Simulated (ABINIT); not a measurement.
The system is Ge.

```
Ge
1.0
     0.00000    2.82891    2.82891
     2.82891    0.00000    2.82891
     2.82891    2.82891    0.00000
Ge
2
Direct
  0.75000 0.75000 0.75000
  0.50000 0.50000 0.50000
```

Program: ABINIT 10.8.3 (patched build). Alike in all runs: task single point; level PBE0; potentials or basis SG15 NC PBE v1.2; no spin polarisation; cell as given; k mesh 3 × 3 × 3; cutoff (eV) 599; smearing fermi-dirac 0.05 eV; the mesh is coarse, so values aren't converged.

**Question.** Order these runs on this cell by their pressure, lowest first.
A. share of exact exchange 0.35
B. share of exact exchange 0.25
C. share of exact exchange 0.5
D. share of exact exchange 0.05
E. share of exact exchange 0.15

**Answer.** C (-11.3 GPa), A (-6.3 GPa), B (-3.0 GPa), E (0.1 GPa), D (3.3 GPa).

Caveats: all runs use coarse meshes; the potentials were made for another functional, which shifts forces and pressure.
